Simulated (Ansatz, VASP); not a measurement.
**One calculation of BeTe, two programs**

INCAR

```
SYSTEM = BeTe
ALGO = Normal
EDIFF = 1E-6
EDIFFG = -0.01
ENCUT = 600
GGA = PE
IBRION = 2
ISIF = 3
ISMEAR = -1
IVDW = 13
LASPH = .TRUE.
LCHARG = .FALSE.
LREAL = .FALSE.
LWAVE = .FALSE.
NELM = 100
NSW = 40
PREC = Accurate
SIGMA = 0.05
```

Contents of KPOINTS:

```
k-points
0
G
  8 8 8
  0 0 0
```

The input POSCAR:

```
BeTe
1.0
    0.0000000000      2.7700000000      2.7700000000
    2.7700000000      0.0000000000      2.7700000000
    2.7700000000      2.7700000000      0.0000000000
Te Be
1 1
Direct
    0.7500000000      0.7500000000      0.7500000000
    0.0000000000      0.0000000000      0.0000000000
```

input.yaml

```yaml
crystal:
  lattice:
    - [0.0, 2.77, 2.77]
    - [2.77, 0.0, 2.77]
    - [2.77, 2.77, 0.0]
  atoms:
    - { symbol: Te, position: [0.75, 0.75, 0.75] }
    - { symbol: Be, position: [0.0, 0.0, 0.0] }
hamiltonian:
  xc: pbe
  pseudopotentials: { kind: paw }
  dispersion: d4
kpoints:
  mp_grid: { grid: [8, 8, 8] }
scf:
  occupations: { method: fermi_dirac, width: 0.05 }
output:
  forces: true
  stress: true
relax:
  f_tol: 0.01
  max_steps: 40
  cell: { stress_tol: 0.05 }
```

Alike in both runs: task relaxation of cell and atoms; functional PBE; dispersion D4; k mesh 8 × 8 × 8; occupations fermi-dirac, width 0.05 eV; no spin polarisation.

|  | VASP | Ansatz |
| --- | --- | --- |
| version | VASP 6.6.1 | Ansatz 0.2.0 |
| potentials or method | VASP PAW PBE potentials, release 64 (Te, Be) | Ansatz PAW |
| plane-wave cutoff (eV) | 600 | 420 |
| valence electrons in the cell | 8 | 18 |

```csv
,VASP,Ansatz,Ansatz less VASP
relaxed volume (Å³/atom),21.91,21.86,-0.047
relaxed cell length with the largest relative difference (Å),3.957,3.954,-0.0028
energy change over the relaxation (meV/atom),-4,-3,+0.6
```

The two sets of potentials don't hold the same shells in valence.

Caveats: the plane-wave basis is chosen anew once the cell has moved, so the energies of steps on either side of that aren't comparable (Ansatz). Zero-point motion and thermal expansion aren't in these numbers. A k mesh can miss the band edges.
